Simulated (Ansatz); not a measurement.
CuO:

```
Cu O
1.0
     0.00000   -2.11656   -2.11656
    -2.11656    0.00000   -2.11656
     2.11656    2.11656   -4.23312
Cu O
2 2
Direct
  0.50389 0.47699 0.48801
  0.00389 0.97699 0.98801
  0.74611 0.77301 0.76199
  0.24611 0.27301 0.26199
```

The cell comes from a database or a generator and needn't be the stable form of this composition.

* Program: Ansatz 0.2.0
* Task: relaxation of cell and atoms
* Functional: PBEsol
* Potentials or basis: Ansatz PAW
* Cutoff: 420 eV (not typed: the program's choice for these potentials)
* k mesh: 10 × 10 × 6
* Occupations: fermi-dirac, width 0.05 eV
* Spin: no spin polarisation

At the start: volume 9.48 Å³/atom.

Question: Where does the relaxation end?

Answer: It ends after 8 steps and the volume is 9.10 Å³/atom (-4.1 %); space group Fm-3m (No. 225, to 0.05 Å).

Step by step:
```
step  energy change (eV)  largest force (eV/Å)  volume (Å³)
   1              0.0000                1.1113        37.93
   2             -0.0898                0.9736        37.23
   3             -0.2575                0.0061        36.36
   4             -0.2583                0.0023        36.42
   5             -0.2587                0.0001        36.43
   6             -0.2519                0.0001        36.43
   7             -0.2522                0.0000        36.39
   8             -0.2519                0.0000        36.39
```

Final structure:
```
Cu O
1.0
     0.00027   -2.08817   -2.08497
    -2.08792    0.00021   -2.08491
     2.09003    2.09010   -4.17215
Cu O
2 2
Direct
  0.50000 0.50000 0.50000
  0.00000 0.00000 0.00000
  0.75000 0.75000 0.75000
  0.25000 0.25000 0.25000
```

Caveat: the plane-wave basis is chosen anew once the cell has moved, so the energies of steps on either side of that aren't comparable; the pressure holds a Pulay correction of +0.9 GPa for the finite cutoff; the run has no spin polarisation, though such a crystal can be magnetic; the PAW data sets come from PBE, with cores solved anew for the run's functional, which leaves a small shift of forces and pressure.
